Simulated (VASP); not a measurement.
# Zn3H (Fm-3m) in VASP: notebook

Aim: see how the results for Zn3H move with the level of theory and the settings. Levels: AM05, PW91. Tasks: band structure.

Program: VASP 6.6.1. These are calculated values, not measurements. Logs are shortened: lines on timing, memory, paths and dates and some standing lists are left out, and cuts for length are marked.

**1. The structure**

Symmetry: Fm-3m, No. 225, cubic system. Conventional cell: a = 5.993 Å, b = 5.993 Å, c = 5.993 Å, α = 90.00°, β = 90.00°, γ = 90.00°. Zn (site symmetry m-3m) is surrounded by 8 Zn at 2.60 Å. Around Zn (site symmetry -43m) lie 4 Zn at 2.60 Å and 4 H at 2.60 Å. H (site symmetry m-3m) has 8 Zn at 2.60 Å as nearest neighbours.

The cell was built by a generator and needn't be a form met in nature.

**2. Band structure, AM05**

Contents of INCAR:

```
SYSTEM = Zn3H
  PREC = Accurate
  ENCUT = 520
  EDIFF = 1E-7
  ISMEAR = -1
  SIGMA = 0.05
  LREAL = .False.
  LASPH = .True.
  NELM = 60
  ALGO = Normal
  ISIF = 2
  LWAVE = .False.
  LCHARG = .False.
  GGA = AM
  NBANDS = 26
```

Contents of KPOINTS:

```
Automatic mesh
0
Gamma
  6 6 6
  0 0 0
```

Contents of POSCAR:

```
Zn3H
1.0
    0.0000000000      2.9965800000      2.9965800000
    2.9965800000      0.0000000000      2.9965800000
    2.9965800000      2.9965800000      0.0000000000
Zn H
3 1
Direct
    0.5000000000      0.5000000000      0.5000000000
    0.2500000000      0.2500000000      0.2500000000
    0.7500000000      0.7500000000      0.7500000000
    0.0000000000      0.0000000000      0.0000000000
```

Contents of KPOINTS_OPT:

```
path GXWKGLUWLK,UX
10
line-mode
reciprocal
 0.0000000000  0.0000000000  0.0000000000  G
 0.5000000000  0.0000000000  0.5000000000  X

 0.5000000000  0.0000000000  0.5000000000  X
 0.5000000000  0.2500000000  0.7500000000  W

 0.5000000000  0.2500000000  0.7500000000  W
 0.3750000000  0.3750000000  0.7500000000  K

 0.3750000000  0.3750000000  0.7500000000  K
 0.0000000000  0.0000000000  0.0000000000  G

 0.0000000000  0.0000000000  0.0000000000  G
 0.5000000000  0.5000000000  0.5000000000  L

 0.5000000000  0.5000000000  0.5000000000  L
 0.6250000000  0.2500000000  0.6250000000  U

 0.6250000000  0.2500000000  0.6250000000  U
 0.5000000000  0.2500000000  0.7500000000  W

 0.5000000000  0.2500000000  0.7500000000  W
 0.5000000000  0.5000000000  0.5000000000  L

 0.5000000000  0.5000000000  0.5000000000  L
 0.3750000000  0.3750000000  0.7500000000  K

 0.6250000000  0.2500000000  0.6250000000  U
 0.5000000000  0.0000000000  0.5000000000  X
```

Potentials or basis: VASP PAW PBE potentials, release 64 (Zn, H).

Command:

```bash
cat potpaw_PBE.64/Zn/POTCAR potpaw_PBE.64/H/POTCAR > POTCAR
mpirun -np 1 vasp_std > vasp.out
```

OUTCAR:

```text
SYSTEM = Zn3H
   PREC = Accurate
   ENCUT = 520
   EDIFF = 1E-7
   ISMEAR = -1
   LREAL = .False.
   LASPH = .True.
   NELM = 60
   ISIF = 2
   GGA = AM

 ion  position               nearest neighbor table
   1  0.500  0.500  0.500-   2 2.60   2 2.60   2 2.60   2 2.60   3 2.60   3 2.60   3 2.60   3 2.60

   2  0.250  0.250  0.250-   1 2.60   1 2.60   1 2.60   1 2.60   3 3.00   3 3.00   3 3.00   3 3.00
                             3 3.00   3 3.00
   3  0.750  0.750  0.750-   1 2.60   1 2.60   1 2.60   1 2.60   2 3.00   2 3.00   2 3.00   2 3.00
                             2 3.00   2 3.00
   4  0.000  0.000  0.000-

  LATTYP: Found a face centered cubic cell.
 ALAT       =     5.9931600000

  Lattice vectors:

 A1 = (   0.0000000000,   2.9965800000,   2.9965800000)
 A2 = (   2.9965800000,   0.0000000000,   2.9965800000)
 A3 = (   2.9965800000,   2.9965800000,   0.0000000000)

Analysis of symmetry for initial positions (statically):
=====================================================================
 Subroutine PRICEL returns:
 Original cell was already a primitive cell.

 Routine SETGRP: Setting up the symmetry group for a
 face centered cubic supercell.

 Subroutine GETGRP returns: Found 48 space group operations
 (whereof 48 operations were pure point group operations)
 out of a pool of 48 trial point group operations.

The static configuration has the point symmetry O_h .

Analysis of symmetry for dynamics (positions and initial velocities):
=====================================================================
 Subroutine PRICEL returns:
 Original cell was already a primitive cell.

 Routine SETGRP: Setting up the symmetry group for a
 face centered cubic supercell.

 Subroutine GETGRP returns: Found 48 space group operations
 (whereof 48 operations were pure point group operations)
 out of a pool of 48 trial point group operations.

The dynamic configuration has the point symmetry O_h .

 Subroutine INISYM returns: Found 48 space group operations
 (whereof 48 operations are pure point group operations),
 and found     1 'primitive' translations

----------------------------------------------------------------------------------------

                                     Primitive cell

  volume of cell :      53.8155

  direct lattice vectors                    reciprocal lattice vectors
     0.000000000  2.996580000  2.996580000    -0.166856884  0.166856884  0.166856884
     2.996580000  0.000000000  2.996580000     0.166856884 -0.166856884  0.166856884
     2.996580000  2.996580000  0.000000000     0.166856884  0.166856884 -0.166856884

  length of vectors
     4.237804077  4.237804077  4.237804077     0.289004600  0.289004600  0.289004600

  position of ions in fractional coordinates (direct lattice)
     0.500000000  0.500000000  0.500000000
     0.250000000  0.250000000  0.250000000
     0.750000000  0.750000000  0.750000000
     0.000000000  0.000000000  0.000000000

  ion indices of the primitive-cell ions
   primitive index   ion index
                 1           1
                 2           2
                 3           3
                 4           4

----------------------------------------------------------------------------------------

 KPOINTS: Automatic mesh

Automatic generation of k-mesh.
 Grid dimensions read from file:
 generate k-points for:    6    6    6

 Generating k-lattice:

  Cartesian coordinates                     Fractional coordinates (reciprocal lattice)
    -0.027809481  0.027809481  0.027809481     0.166666667  0.000000000  0.000000000
     0.027809481 -0.027809481  0.027809481     0.000000000  0.166666667  0.000000000
     0.027809481  0.027809481 -0.027809481     0.000000000  0.000000000  0.166666667

  Length of vectors
     0.048167433  0.048167433  0.048167433

  Shift w.r.t. Gamma in fractional coordinates (k-lattice)
     0.000000000  0.000000000  0.000000000

 Subroutine IBZKPT returns following result:
 ===========================================

 Found     16 irreducible k-points:

 Following reciprocal coordinates:
            Coordinates               Weight
  0.000000  0.000000  0.000000      1.000000
  0.166667  0.000000  0.000000      8.000000
  0.333333  0.000000  0.000000      8.000000
  0.500000  0.000000  0.000000      4.000000
  0.166667  0.166667  0.000000      6.000000
  0.333333  0.166667  0.000000     24.000000
[... 8 lines left out ...]
 -0.333333  0.333333  0.166667     24.000000
 -0.333333  0.500000  0.166667     12.000000
   k-points           NKPTS =     16   k-points in BZ     NKDIM =     16   number of bands    NBANDS=     26
   number of dos      NEDOS =    301   number of ions     NIONS =      4
   total plane-waves  NPLWV =  32768
   dimension x,y,z NGX =    32 NGY =   32 NGZ =   32
   dimension x,y,z NGXF=    64 NGYF=   64 NGZF=   64
   ions per type =               3   1
   NGX,Y,Z   is equivalent  to a cutoff of  12.55, 12.55, 12.55 a.u.
   NGXF,Y,Z  is equivalent  to a cutoff of  25.11, 25.11, 25.11 a.u.
 SYSTEM =  Zn3H
   PREC   = accura    normal or accurate (medium, high low for compatibility)
   ISTART =      0    job   : 0-new  1-cont  2-samecut
   ICHARG =      2    charge: 1-file 2-atom 10-const
   ISPIN  =      1    spin polarized calculation?
   LNONCOLLINEAR =      F non collinear calculations
   LSORBIT =      F    spin-orbit coupling
   LASPH  =      T    aspherical Exc in radial PAW
   ENCUT  =  520.0 eV  38.22 Ry    6.18 a.u.   7.88  7.88  7.88*2*pi/ulx,y,z
   NELM   =     60;   NELMIN=  2; NELMDL= -5     # of ELM steps
   EDIFF  = 0.1E-06   stopping-criterion for ELM
   LREAL  =      F    real-space projection
   EDIFFG = 0.1E-05   stopping-criterion for IOM
   NSW    =      0    number of steps for IOM
   IBRION =     -1    ionic relax: 0-MD 1-quasi-New 2-CG
   NFREE  =      0    steps in history (QN), initial steepest desc. (CG)
   ISIF   =      2    stress and relaxation
   ISYM   =      2    0-nonsym 1-usesym 2-fastsym
   POTIM  = 0.5000    time-step for ionic-motion
   TEBEG  =    0.0;   TEEND  =   0.0 temperature during run
   PSTRESS=    0.0 pullay stress
   NELECT =      37.0000    total number of electrons
   NUPDOWN=      -1.0000    fix difference up-down
   EMIN   =  10.00;   EMAX   =-10.00  energy-range for DOS
   EFERMI =   0.00;   METHOD = LEGACY
   ISMEAR =    -1;   SIGMA  =   0.05  broadening in eV -4-tet -1-fermi 0-gaus
   EFERMI_NEDOS =   21; number of points for ismear=-14 and -15
   IALGO  =     38    algorithm
   IMIX   =      4    mixing-type and parameters
     AMIX     =   0.40;   BMIX     =  1.00
     AMIX_MAG =   1.60;   BMIX_MAG =  1.00
  volume/ion in A,a.u.               =      13.45        90.79
  Fermi-wavevector in a.u.,A,eV,Ry     =   1.444906  2.730476 28.405600  2.087753
  Thomas-Fermi vector in A             =   2.563148
   LORBIT       =      0    0 simple, 1 ext, 2 COOP (PROOUT), +10 PAW based schemes
   GGA     = AM    functional components
   LHFCALC =     F    Hartree Fock is set to
   AEXX    =    0.0000 exact exchange contribution
   IVDW    =     0    specifies the selected vdW correction
   LEPSILON=     F    determine dielectric tensor
   LRPA    =     F    only Hartree local field effects (RPA)
 non-spin polarized calculation
  energy-cutoff  :      520.00
  volume of cell :       53.82
 maximum number of plane-waves:      1464
   NGX = 15   NGY = 15   NGZ = 15

 number of electron      36.9999978 magnetization

 Free energy of the ion-electron system (eV)
  ---------------------------------------------------
  ext. energy  EPLUGINS =         0.00000000
  ---------------------------------------------------
  free energy    TOTEN  =        -5.41225838 eV

  energy without entropy =       -5.39679866  energy(sigma->0) =       -5.40452852

 E-fermi :   2.0469     XC(G=0): -11.1140

 val. band max:        2.0377979939   @ k =  -0.3333   0.3333   0.0000
 cond. band min:       2.3351751233   @ k =   0.5000   0.1667   0.0000
 fundamental gap:      0.2973771294
 Fermi energy:         2.0468831658

 k-point     1 :       0.0000    0.0000    0.0000
  band No.  band energies     occupation
      1      -7.7867      2.00000
      2      -5.9055      2.00000
      3      -5.9055      2.00000
      4      -5.7201      2.00000
      5      -5.7201      2.00000
      6      -5.7201      2.00000
[... 18 lines left out ...]
     25       9.4402      0.00000
     26       9.4402      0.00000

 k-point     2 :       0.1667    0.0000    0.0000
  band No.  band energies     occupation
      1      -7.4365      2.00000
      2      -5.8580      2.00000
      3      -5.8580      2.00000
      4      -5.7746      2.00000
      5      -5.7516      2.00000
      6      -5.7516      2.00000
[... 18 lines left out ...]
     25       8.9546      0.00000
     26       8.9546      0.00000

 k-point     3 :       0.3333    0.0000    0.0000
  band No.  band energies     occupation
      1      -6.4924      2.00000
      2      -5.8012      2.00000
      3      -5.8012      2.00000
      4      -5.7906      2.00000
      5      -5.7352      2.00000
      6      -5.7352      2.00000
[... 18 lines left out ...]
     25      10.6996      0.00000
     26      10.6996      0.00000

 k-point     4 :       0.5000    0.0000    0.0000
  band No.  band energies     occupation
      1      -5.8507      2.00000
      2      -5.8199      2.00000
      3      -5.8199      2.00000
      4      -5.7190      2.00000
      5      -5.6529      2.00000
      6      -5.6529      2.00000
[... 18 lines left out ...]
     25      13.2189      0.00000
     26      13.2189      0.00000
[... 264 lines left out ...]
      1      -6.0234      2.00000
      2      -5.8850      2.00000
      3      -5.8460      2.00000
      4      -5.7882      2.00000
      5      -5.7159      2.00000
      6      -5.5994      2.00000
[... 18 lines left out ...]
     25      11.7694      0.00000
     26      12.3051      0.00000

 k-point    15 :      -0.3333    0.3333    0.1667
  band No.  band energies     occupation
      1      -5.9482      2.00000
      2      -5.9184      2.00000
      3      -5.7979      2.00000
      4      -5.7899      2.00000
      5      -5.6894      2.00000
      6      -5.4816      2.00000
[... 18 lines left out ...]
     25      11.4884      0.00000
     26      13.2599      0.00000

 k-point    16 :      -0.3333    0.5000    0.1667
  band No.  band energies     occupation
      1      -5.9768      2.00000
      2      -5.9162      2.00000
      3      -5.8900      2.00000
      4      -5.7862      2.00000
      5      -5.5964      2.00000
      6      -5.3658      2.00000
[... 18 lines left out ...]
     25      13.4691      0.00000
     26      14.6590      0.00000

------------------------ aborting loop because EDIFF is reached ----------------------------------------

  FORCE on cell =-STRESS in cart. coord.  units (eV):
  Direction    XX          YY          ZZ          XY          YZ          ZX
  --------------------------------------------------------------------------------------
  -------------------------------------------------------------------------------------
  Total       -1.4189342     -1.4189342     -1.4189342     -0.0000000     -0.0000000      0.0000000
  in kB      -42.2440172    -42.2440172    -42.2440172     -0.0000000     -0.0000000      0.0000000
  external PRESSURE =     -42.2440172 kB  Pullay stress =       0.0000000 kB

 VOLUME and BASIS-vectors are now :
 -----------------------------------------------------------------------------
  energy-cutoff  :      520.00
  volume of cell :       53.82
      direct lattice vectors                 reciprocal lattice vectors
     0.000000000  2.996580000  2.996580000    -0.166856884  0.166856884  0.166856884
     2.996580000  0.000000000  2.996580000     0.166856884 -0.166856884  0.166856884
     2.996580000  2.996580000  0.000000000     0.166856884  0.166856884 -0.166856884

 POSITION                                       TOTAL-FORCE (eV/Angst)
 -----------------------------------------------------------------------------------
      2.99658      2.99658      2.99658         0.000000     -0.000000      0.000000
      1.49829      1.49829      1.49829        -0.000000     -0.000000     -0.000000
      4.49487      4.49487      4.49487         0.000000      0.000000      0.000000
      0.00000      0.00000      0.00000         0.000000     -0.000000      0.000000
 -----------------------------------------------------------------------------------
    total drift:                               -0.000000     -0.000000      0.000000

  FREE ENERGIE OF THE ION-ELECTRON SYSTEM (eV)
  ---------------------------------------------------
  free  energy   TOTEN  =        -5.4122583779 eV

  energy  without entropy=       -5.3967986645  energy(sigma->0) =       -5.40452852
```

Run time: 28 s. Hardware: 1 thread of Intel Xeon 6975P-C (Granite Rapids), shared host; peak memory 0.18 GiB.

Results:

| Quantity | Value |
| --- | --- |
| Free energy | -5.4123 eV |
| Pressure | -4.2 GPa |
| Band gap along the path | none (metal or under the smearing width) |

Levels at the corners of the path, in eV from the Fermi level:
| point | band 17 | band 18 | band 19 | band 20 | band 21 | band 22 |
| --- | --- | --- | --- | --- | --- | --- |
| Γ | 0.42 | 3.29 | 3.29 | 3.29 | 3.80 | 4.14 |
| X | -4.75 | -1.22 | -1.22 | -0.96 | -0.02 | 9.12 |
| X | -4.75 | -1.22 | -1.22 | -0.96 | -0.02 | 9.12 |
| W | -4.19 | -3.82 | -3.82 | 2.45 | 4.82 | 4.82 |
| W | -4.19 | -3.82 | -3.82 | 2.45 | 4.82 | 4.82 |
| K | -4.58 | -4.28 | -0.53 | -0.25 | 3.59 | 7.51 |
| K | -4.58 | -4.28 | -0.53 | -0.25 | 3.59 | 7.51 |
| Γ | 0.42 | 3.29 | 3.29 | 3.29 | 3.80 | 4.14 |
| Γ | 0.42 | 3.29 | 3.29 | 3.29 | 3.80 | 4.14 |
| L | -5.72 | 0.52 | 1.81 | 1.81 | 2.93 | 3.68 |
| L | -5.72 | 0.52 | 1.81 | 1.81 | 2.93 | 3.68 |
| U | -4.58 | -4.28 | -0.53 | -0.25 | 3.59 | 7.51 |
| U | -4.58 | -4.28 | -0.53 | -0.25 | 3.59 | 7.51 |
| W | -4.19 | -3.82 | -3.82 | 2.45 | 4.82 | 4.82 |
| W | -4.19 | -3.82 | -3.82 | 2.45 | 4.82 | 4.82 |
| L | -5.72 | 0.52 | 1.81 | 1.81 | 2.93 | 3.68 |
| L | -5.72 | 0.52 | 1.81 | 1.81 | 2.93 | 3.68 |
| K | -4.58 | -4.28 | -0.53 | -0.25 | 3.59 | 7.51 |
| U | -4.58 | -4.28 | -0.53 | -0.25 | 3.59 | 7.51 |
| X | -4.75 | -1.22 | -1.22 | -0.96 | -0.02 | 9.12 |

Caveat: the PAW data sets were made with another functional, which shifts forces and pressure a little.

**3. Band structure, PW91**

INCAR: that of step 2 with these lines changed.

```diff
@@ -13,3 +13,3 @@
   LCHARG = .False.
-  GGA = AM
+  GGA = 91
   NBANDS = 26
```

KPOINTS is that of step 2.

POSCAR is that of step 2.

KPOINTS_OPT is that of step 2.

Potentials or basis: VASP PAW PBE potentials, release 64 (Zn, H).

Command:

```bash
cat potpaw_PBE.64/Zn/POTCAR potpaw_PBE.64/H/POTCAR > POTCAR
mpirun -np 1 vasp_std > vasp.out
```

Run time: 27 s. Hardware: 1 thread of Intel Xeon 6975P-C (Granite Rapids), shared host; peak memory 0.17 GiB.

It converged, with:

```yaml
Free_energy: -4.8134 eV
Pressure: 0.4 GPa
Band_gap_along_the_path: none (metal or under the smearing width)
```

Levels at the corners of the path, in eV from the Fermi level:
| point | band 17 | band 18 | band 19 | band 20 | band 21 | band 22 |
| --- | --- | --- | --- | --- | --- | --- |
| Γ | 0.32 | 3.35 | 3.35 | 3.35 | 3.72 | 4.19 |
| X | -4.72 | -1.14 | -1.14 | -1.00 | -0.03 | 9.06 |
| X | -4.72 | -1.14 | -1.14 | -1.00 | -0.03 | 9.06 |
| W | -4.14 | -3.79 | -3.79 | 2.41 | 4.85 | 4.85 |
| W | -4.14 | -3.79 | -3.79 | 2.41 | 4.85 | 4.85 |
| K | -4.54 | -4.26 | -0.45 | -0.28 | 3.58 | 7.54 |
| K | -4.54 | -4.26 | -0.45 | -0.28 | 3.58 | 7.54 |
| Γ | 0.32 | 3.35 | 3.35 | 3.35 | 3.72 | 4.19 |
| Γ | 0.32 | 3.35 | 3.35 | 3.35 | 3.72 | 4.19 |
| L | -5.71 | 0.45 | 1.86 | 1.86 | 2.89 | 3.79 |
| L | -5.71 | 0.45 | 1.86 | 1.86 | 2.89 | 3.79 |
| U | -4.54 | -4.26 | -0.45 | -0.28 | 3.58 | 7.54 |
| U | -4.54 | -4.26 | -0.45 | -0.28 | 3.58 | 7.54 |
| W | -4.14 | -3.79 | -3.79 | 2.41 | 4.85 | 4.85 |
| W | -4.14 | -3.79 | -3.79 | 2.41 | 4.85 | 4.85 |
| L | -5.71 | 0.45 | 1.86 | 1.86 | 2.89 | 3.79 |
| L | -5.71 | 0.45 | 1.86 | 1.86 | 2.89 | 3.79 |
| K | -4.54 | -4.26 | -0.45 | -0.28 | 3.58 | 7.54 |
| U | -4.54 | -4.26 | -0.45 | -0.28 | 3.58 | 7.54 |
| X | -4.72 | -1.14 | -1.14 | -1.00 | -0.03 | 9.06 |

Caveat: the PAW data sets were made with another functional, which shifts forces and pressure a little.
